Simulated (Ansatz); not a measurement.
# Te: single point with HSE06 form with a typed share of exact exchange

The system is Te.

```xyz
3
Lattice="4.4540 0.0000 0.0000 -2.2270 3.8573 0.0000 0.0000 0.0000 5.9240" Properties=species:S:1:pos:R:3 pbc="T T T"
Te    1.6279    2.8197    0.0000
Te   -0.5991    1.0376    3.9493
Te    1.1981    0.0000    1.9747
```

| Item | Value |
| --- | --- |
| Program | Ansatz 0.2.0 |
| Task | single point |
| Functional | HSE06 form with a typed share of exact exchange |
| Potentials or basis | Ansatz PAW |
| Cutoff | 420 eV (not typed: the program's choice for these potentials) |
| k mesh | 4 × 4 × 3 |
| Occupations | fermi-dirac, width 0.05 eV |
| Spin | no spin polarisation |

- Pressure: -0.8 GPa
- Largest force: 0.479 eV/Å
- Band gap on the k mesh: 1.50 eV, indirect (least direct gap 1.71 eV)

Forces on the atoms (eV/Å):
```
Te   0.240  0.415  0.000
Te   0.240 -0.415  0.000
Te  -0.479  0.000  0.000
```

Stress tensor (GPa, compression positive):
```
-0.35  0.00  0.00
 0.00 -0.35  0.00
 0.00  0.00 -1.76
```

Levels at points of the mesh, in eV from the valence-band top:
```csv
k point,band 22,band 23,band 24,band 25,band 26,band 27
"(0.00, 0.00, 0.00)",-1.66,-1.66,-0.77,2.04,2.04,2.72
"(0.00, -0.50, 0.00)",-3.73,-0.85,-0.67,1.82,1.91,3.98
```

Run time: 18 s on 2 threads of Intel(R) Xeon(R) 6975P-C (Granite Rapids) (shared host), peak memory 1 GiB.

Caveat: odd divisions of the mesh miss points on the zone boundary, where band edges often lie, so the gap on the mesh can be too wide; spin-orbit coupling is left out, which moves the levels of the heavy elements; the PAW data sets come from PBE, with cores solved anew for the run's functional, which leaves a small shift of forces and pressure; the thresholds are loose for stress. A k mesh can miss the band edges.
